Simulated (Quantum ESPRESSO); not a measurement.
# Ti (P6/mmm) in Quantum ESPRESSO: further runs

The runs below take Ti through band structure, with PBE.

All numbers are computed with Quantum ESPRESSO 7.5; they aren't measurements. Logs are shortened: lines on timing, memory, paths and dates and some standing lists are left out, and cuts for length are marked.

## 1. Starting point

It takes space group P6/mmm (No. 191, hexagonal). The conventional cell has a = 4.567 Å, b = 4.567 Å, c = 2.826 Å, α = 90.00°, β = 90.00°, γ = 120.00°. Around Ti (site symmetry -6m2) lie 11 Ti at 2.64 to 2.99 Å. Ti (site symmetry 6/mmm) has 14 Ti at 2.83 to 2.99 Å as nearest neighbours.

This isn't the form of Ti at room conditions, which is hcp.

## 2. Band structure, PBE

The input, pw.in:

```
&CONTROL
  calculation = 'scf'
  prefix = 'pwscf'
  outdir = './tmp'
  pseudo_dir = './pseudo'
  tprnfor = .true.
  tstress = .true.
  disk_io = 'low'
/
&SYSTEM
  ibrav = 0
  celldm(1) = 8
  nat = 3
  ntyp = 1
  ecutwfc = 70
  nbnd = 26
  occupations = 'smearing'
  smearing = 'fd'
  degauss = 0.00367493
/
&ELECTRONS
  conv_thr = 6d-10
  electron_maxstep = 120
  mixing_beta = 0.5
/
ATOMIC_SPECIES
Ti    47.8670 Ti_ONCV_PBE-1.2.upf
CELL_PARAMETERS alat
  1.0788859422929   0.0000000000000   0.0000000000000
 -0.5394429711464   0.9343426338103   0.0000000000000
  0.0000000000000   0.0000000000000   0.6676034539491
ATOMIC_POSITIONS crystal
Ti     0.6666666667    0.3333333333    0.5000000000
Ti     0.3333333333    0.6666666667    0.5000000000
Ti     0.0000000000    0.0000000000    0.0000000000
K_POINTS automatic
7 7 9 0 0 0
```

The input, bands.in:

```
&CONTROL
  calculation = 'bands'
  prefix = 'pwscf'
  outdir = './tmp'
  pseudo_dir = './pseudo'
  disk_io = 'low'
  verbosity = 'high'
/
&SYSTEM
  ibrav = 0
  celldm(1) = 8
  nat = 3
  ntyp = 1
  ecutwfc = 70
  nbnd = 26
  occupations = 'smearing'
  smearing = 'fd'
  degauss = 0.00367493
/
&ELECTRONS
  conv_thr = 1d-08
  electron_maxstep = 120
  mixing_beta = 0.5
  diago_full_acc = .true.
  startingwfc = 'random'
/
ATOMIC_SPECIES
Ti    47.8670 Ti_ONCV_PBE-1.2.upf
CELL_PARAMETERS alat
  1.0788859422929   0.0000000000000   0.0000000000000
 -0.5394429711464   0.9343426338103   0.0000000000000
  0.0000000000000   0.0000000000000   0.6676034539491
ATOMIC_POSITIONS crystal
Ti     0.6666666667    0.3333333333    0.5000000000
Ti     0.3333333333    0.6666666667    0.5000000000
Ti     0.0000000000    0.0000000000    0.0000000000
K_POINTS crystal
60
 0.0000000000  0.0000000000  0.0000000000 1
 0.1000000000  0.0000000000  0.0000000000 1
 0.2000000000  0.0000000000  0.0000000000 1
 0.3000000000  0.0000000000  0.0000000000 1
 0.4000000000  0.0000000000  0.0000000000 1
 0.5000000000  0.0000000000  0.0000000000 1
 0.4444444444  0.1111111111  0.0000000000 1
 0.3888888889  0.2222222222  0.0000000000 1
 0.3333333333  0.3333333333  0.0000000000 1
 0.2777777778  0.2777777778  0.0000000000 1
 0.2222222222  0.2222222222  0.0000000000 1
 0.1666666667  0.1666666667  0.0000000000 1
 0.1111111111  0.1111111111  0.0000000000 1
 0.0555555556  0.0555555556  0.0000000000 1
 0.0000000000  0.0000000000  0.0000000000 1
 0.0000000000  0.0000000000  0.0625000000 1
 0.0000000000  0.0000000000  0.1250000000 1
 0.0000000000  0.0000000000  0.1875000000 1
 0.0000000000  0.0000000000  0.2500000000 1
 0.0000000000  0.0000000000  0.3125000000 1
 0.0000000000  0.0000000000  0.3750000000 1
 0.0000000000  0.0000000000  0.4375000000 1
 0.0000000000  0.0000000000  0.5000000000 1
 0.0833333333  0.0000000000  0.5000000000 1
 0.1666666667  0.0000000000  0.5000000000 1
 0.2500000000  0.0000000000  0.5000000000 1
 0.3333333333  0.0000000000  0.5000000000 1
 0.4166666667  0.0000000000  0.5000000000 1
 0.5000000000  0.0000000000  0.5000000000 1
 0.4444444444  0.1111111111  0.5000000000 1
 0.3888888889  0.2222222222  0.5000000000 1
 0.3333333333  0.3333333333  0.5000000000 1
 0.2857142857  0.2857142857  0.5000000000 1
 0.2380952381  0.2380952381  0.5000000000 1
 0.1904761905  0.1904761905  0.5000000000 1
 0.1428571429  0.1428571429  0.5000000000 1
 0.0952380952  0.0952380952  0.5000000000 1
 0.0476190476  0.0476190476  0.5000000000 1
 0.0000000000  0.0000000000  0.5000000000 1
 0.5000000000  0.0000000000  0.5000000000 1
 0.5000000000  0.0000000000  0.4444444444 1
 0.5000000000  0.0000000000  0.3888888889 1
 0.5000000000  0.0000000000  0.3333333333 1
 0.5000000000  0.0000000000  0.2777777778 1
 0.5000000000  0.0000000000  0.2222222222 1
 0.5000000000  0.0000000000  0.1666666667 1
 0.5000000000  0.0000000000  0.1111111111 1
 0.5000000000  0.0000000000  0.0555555556 1
 0.5000000000  0.0000000000  0.0000000000 1
 0.3333333333  0.3333333333  0.0000000000 1
 0.3333333333  0.3333333333  0.0500000000 1
 0.3333333333  0.3333333333  0.1000000000 1
 0.3333333333  0.3333333333  0.1500000000 1
 0.3333333333  0.3333333333  0.2000000000 1
 0.3333333333  0.3333333333  0.2500000000 1
 0.3333333333  0.3333333333  0.3000000000 1
 0.3333333333  0.3333333333  0.3500000000 1
 0.3333333333  0.3333333333  0.4000000000 1
 0.3333333333  0.3333333333  0.4500000000 1
 0.3333333333  0.3333333333  0.5000000000 1
```

Potentials or basis: SG15 PBE 1.2.

Run with:

```console
$ OMP_NUM_THREADS=1 pw.x -in pw.in > pw.out
$ OMP_NUM_THREADS=1 pw.x -in bands.in > bands.out
```

pw.out:

```text
This program is part of the open-source Quantum ESPRESSO suite
     for quantum simulation of materials; please cite
[... 9 lines left out ...]
     --------------------
     sticks:   dense  smooth     PW     G-vecs:    dense   smooth      PW
     Sum        1417    1417    421                27209    27209    4323

     Using Slab Decomposition

     bravais-lattice index     =            0
     lattice parameter (alat)  =       8.0000  a.u.
     unit-cell volume          =     344.5643 (a.u.)^3
     number of atoms/cell      =            3
     number of atomic types    =            1
     number of electrons       =        36.00
     number of Kohn-Sham states=           26
     kinetic-energy cutoff     =      70.0000  Ry
     charge density cutoff     =     280.0000  Ry
     scf convergence threshold =      6.0E-10
     mixing beta               =       0.5000
     number of iterations used =            8  plain     mixing
     Exchange-correlation= PBE
                           (   1   4   3   4   0   0   0)

     celldm(1)=   8.000000  celldm(2)=   0.000000  celldm(3)=   0.000000
     celldm(4)=   0.000000  celldm(5)=   0.000000  celldm(6)=   0.000000

     crystal axes: (cart. coord. in units of alat)
               a(1) = (   1.078886   0.000000   0.000000 )
               a(2) = (  -0.539443   0.934343   0.000000 )
               a(3) = (   0.000000   0.000000   0.667603 )

     reciprocal axes: (cart. coord. in units 2 pi/alat)
               b(1) = (  0.926882  0.535136 -0.000000 )
               b(2) = (  0.000000  1.070271  0.000000 )
               b(3) = (  0.000000 -0.000000  1.497895 )

     PseudoPot. # 1 for Ti read from file:
     Ti_ONCV_PBE-1.2.upf
     Pseudo is Norm-conserving, Zval = 12.0
     Generated using ONCVPSP code by D. R. Hamann
     Using radial grid of  602 points,  6 beta functions with:
                l(1) =   0
                l(2) =   0
                l(3) =   1
                l(4) =   1
                l(5) =   2
                l(6) =   2

     atomic species   valence    mass     pseudopotential
     Ti               12.00    47.86700     Ti( 1.00)

     24 Sym. Ops., with inversion, found

   Cartesian axes

     site n.     atom                  positions (alat units)
         1        Ti     tau(   1) = (   0.5394430   0.3114475   0.3338017  )
         2        Ti     tau(   2) = (  -0.0000000   0.6228951   0.3338017  )
         3        Ti     tau(   3) = (   0.0000000   0.0000000   0.0000000  )

     number of k points=    40  Fermi-Dirac smearing, width (Ry)=  0.0037
                       cart. coord. in units 2pi/alat
        k(    1) = (   0.0000000   0.0000000   0.0000000), wk =   0.0045351
        k(    2) = (   0.0000000   0.0000000   0.1664328), wk =   0.0090703
        k(    3) = (   0.0000000   0.0000000   0.3328656), wk =   0.0090703
        k(    4) = (   0.0000000   0.0000000   0.4992984), wk =   0.0090703
        k(    5) = (   0.0000000   0.0000000   0.6657312), wk =   0.0090703
        k(    6) = (   0.0000000   0.1528959   0.0000000), wk =   0.0272109
[... 32 lines left out ...]
        k(   39) = (   0.2648234   0.4586877   0.4992984), wk =   0.0544218
        k(   40) = (   0.2648234   0.4586877   0.6657312), wk =   0.0544218

     Dense  grid:    27209 G-vectors     FFT dimensions: (  45,  45,  30)

     Initial potential from superposition of free atoms

     starting charge      35.6708, renormalised to      36.0000
     Starting wfcs are random

     Self-consistent Calculation

     iteration #  1     ecut=    70.00 Ry     beta= 0.50
     Davidson diagonalization with overlap
     ethr =  1.00E-02,  avg # of iterations =  9.8

     Threshold (ethr) on eigenvalues was too large:
     Diagonalizing with lowered threshold

     Davidson diagonalization with overlap
     ethr =  8.77E-04,  avg # of iterations =  2.5

     total energy              =    -346.07964961 Ry
     estimated scf accuracy    <       0.28787777 Ry

     iteration #  2     ecut=    70.00 Ry     beta= 0.50
     Davidson diagonalization with overlap
     ethr =  8.00E-04,  avg # of iterations =  4.5
[... 18 lines left out ...]
     iteration #  5     ecut=    70.00 Ry     beta= 0.50
     Davidson diagonalization with overlap
     ethr =  8.90E-05,  avg # of iterations =  5.9

     total energy              =    -346.16299123 Ry
     estimated scf accuracy    <       0.00261602 Ry

     iteration #  6     ecut=    70.00 Ry     beta= 0.50
     Davidson diagonalization with overlap
     c_bands:  2 eigenvalues not converged
     c_bands:  1 eigenvalues not converged
     ethr =  7.27E-06,  avg # of iterations =  7.6

     total energy              =    -346.16337114 Ry
     estimated scf accuracy    <       0.00006617 Ry

     iteration #  7     ecut=    70.00 Ry     beta= 0.50
     Davidson diagonalization with overlap
     ethr =  1.84E-07,  avg # of iterations =  5.3

     total energy              =    -346.16337911 Ry
     estimated scf accuracy    <       0.00003906 Ry
[... 26 lines left out ...]
     total energy              =    -346.16338105 Ry
     estimated scf accuracy    <       0.00000002 Ry

     iteration # 12     ecut=    70.00 Ry     beta= 0.50
     Davidson diagonalization with overlap
     ethr =  4.38E-11,  avg # of iterations =  4.5

     End of self-consistent calculation

          k = 0.0000 0.0000 0.0000 (  3483 PWs)   bands (ev):

   -43.1037 -42.8512 -42.6840 -19.4286 -19.4286 -19.3292 -19.3292 -19.0386
   -18.8429 -18.7623 -18.7249 -18.7249   7.6502  11.7958  13.0422  13.0422
    13.1320  13.1320  13.7315  14.4507  15.0620  15.0620  15.5919  15.5919
    15.6798  15.6798

          k = 0.0000 0.0000 0.1664 (  3405 PWs)   bands (ev):

   -43.0956 -42.8462 -42.6778 -19.4169 -19.4169 -19.3218 -19.3218 -19.0887
   -18.9039 -18.8130 -18.7259 -18.7259   7.9294  12.0084  12.8599  12.8599
    13.0014  13.0014  14.0987  14.6898  14.9826  14.9826  15.5424  15.5424
    15.8702  15.8702
[... 260 lines left out ...]
          k = 0.2648 0.4587 0.6657 (  3419 PWs)   bands (ev):

   -43.0343 -42.7382 -42.7052 -19.5634 -19.4502 -19.4016 -19.2088 -19.1753
   -19.1538 -19.0596 -18.9384 -18.6663  11.1450  11.9582  12.3690  12.7102
    12.7242  12.8916  14.0026  14.3962  14.6435  14.9898  16.0291  16.1091
    17.0757  17.5611

     the Fermi energy is    13.7510 ev

!    total energy              =    -346.16338105 Ry
     estimated scf accuracy    <          2.1E-10 Ry
     smearing contrib. (-TS)   =      -0.00160312 Ry
     internal energy E=F+TS    =    -346.16177793 Ry

     The total energy is F=E-TS. E is the sum of the following terms:
     one-electron contribution =    -116.31604572 Ry
     hartree contribution      =      69.36716146 Ry
     xc contribution           =     -42.98838419 Ry
     ewald contribution        =    -256.22450947 Ry

     convergence has been achieved in  12 iterations

     Forces acting on atoms (cartesian axes, Ry/au):

     atom    1 type  1   force =    -0.00000000   -0.00000000    0.00000000
     atom    2 type  1   force =     0.00000000    0.00000000    0.00000000
     atom    3 type  1   force =     0.00000000    0.00000000    0.00000000

     Total force =     0.000000     Total SCF correction =     0.000000

     Computing stress (Cartesian axis) and pressure

          total   stress  (Ry/bohr**3)                   (kbar)     P=        8.88
   0.00006447  -0.00000000   0.00000000            9.48       -0.00        0.00
  -0.00000000   0.00006447   0.00000000           -0.00        9.48        0.00
   0.00000000   0.00000000   0.00005208            0.00        0.00        7.66

=------------------------------------------------------------------------------=
   JOB DONE.
=------------------------------------------------------------------------------=
```

It took 3.8 min on 1 thread of Arm Neoverse V1, shared host; peak memory 0.12 GiB.

Results:

```yaml
Free_energy: -4709.7927 eV
Pressure: 0.9 GPa
Band_gap_on_the_k_mesh: none (metal or under the smearing width)
```

Stress tensor (GPa, compression positive):
```
0.95 0.00 0.00
0.00 0.95 0.00
0.00 0.00 0.77
```

Levels at the corners of the path, in eV from the Fermi level:
```csv
point,band 15,band 16,band 17,band 18,band 19,band 20,band 21,band 22
Γ,-0.71,-0.71,-0.62,-0.62,-0.02,0.70,1.31,1.31
M,-2.63,-0.41,-0.39,-0.35,0.07,0.55,1.05,1.11
K,-3.14,-0.29,-0.29,-0.09,0.11,0.39,0.39,1.56
Γ,-0.71,-0.71,-0.62,-0.62,-0.02,0.70,1.31,1.31
A,-2.10,-1.74,-1.63,-1.63,1.07,1.07,1.27,1.27
L,-1.70,-1.17,-0.69,-0.64,0.37,0.83,0.94,1.06
H,-1.42,-1.12,-1.12,-0.96,0.67,0.67,0.80,0.80
A,-2.10,-1.74,-1.63,-1.63,1.07,1.07,1.27,1.27
L,-1.70,-1.17,-0.69,-0.64,0.37,0.83,0.94,1.06
M,-2.63,-0.41,-0.39,-0.35,0.07,0.55,1.05,1.11
K,-3.14,-0.29,-0.29,-0.09,0.11,0.39,0.39,1.56
H,-1.42,-1.12,-1.12,-0.96,0.67,0.67,0.80,0.80
```

Caveat: some levels on the path didn't converge.

(Continued in part 2 of 2.)
